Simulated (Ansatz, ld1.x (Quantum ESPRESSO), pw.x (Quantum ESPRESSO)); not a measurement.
## Which Si potential is closest to all-electron in the bcc crystal?

All use PBE, scalar-relativistic, no spin, cutoffs from each file’s atomic test, pw.x 7.5; 15³ k-points, Fermi–Dirac smearing 0.01 Ry. Δ is the rms difference from all-electron LAPW of the E(V) curves that follow from fits to the pressures, over ±6 % in volume. Mesh and smearing are coarse and serve the comparison alone. The files are a selection: those with a ghost or negative overlap were mostly not run, and those with noisy or unconverged pressures or nearly equal Δ are left out.

All-electron: a0 = 3.083 Å (V0 = 14.65 Å³/atom), B0 = 93.0 GPa.

Q: Rank them by Δ, smallest first.
A. PAW, ld1.x (Quantum ESPRESSO) 7.5, PBE; core [Ne], reference 3s2 3p2; waves: 3s (bound): rcut 1.25, rcutus 1.55 bohr; 3s channel at -0.35 Ry: rcut 1.25, rcutus 1.55 bohr; 3p (bound): rcut 1.95, rcutus 2.10 bohr; 3p channel at 0.25 Ry: rcut 1.95, rcutus 2.10 bohr; 3d channel at 0.5 Ry: rcut 1.80, rcutus 2.25 bohr; local part: all-electron potential smoothed inside 1.45 bohr (lloc = -2); core correction: Bessel-smoothed model core inside 1.60 bohr; augmentation: PSQ, inside the norm-conserving radii.
B. norm-conserving Troullier–Martins (Kleinman–Bylander form), ld1.x (Quantum ESPRESSO) 7.5, PBE; core [Ne], reference 3s2 3p2; waves: 3s (bound): rc 1.80 bohr; 3p (bound): rc 1.90 bohr; 3d channel at 0.2 Ry: rc 1.50 bohr; local part: the d channel; core correction: a·sin(br)/r model core inside 1.55 bohr.
C. ultrasoft, ld1.x (Quantum ESPRESSO) 7.5, PBE; core [Ne], reference 3s2 3p2; waves: 3s (bound): rcut 1.15, rcutus 1.50 bohr; 3s channel at 0.7 Ry: rcut 1.15, rcutus 1.50 bohr; 3p (bound): rcut 1.95, rcutus 2.40 bohr; 3p channel at 0.3 Ry: rcut 1.95, rcutus 2.40 bohr; 3d channel at 0.4 Ry: rcut 1.45, rcutus 1.90 bohr; 3d channel at 1.6 Ry: rcut 1.45, rcutus 1.90 bohr; local part: all-electron potential smoothed inside 2.05 bohr (lloc = -1); core correction: Bessel-smoothed model core inside 1.15 bohr; augmentation: PSQ, inside the norm-conserving radii.

A: C (0.4 meV/atom), A (1.7 meV/atom), B (2.6 meV/atom).
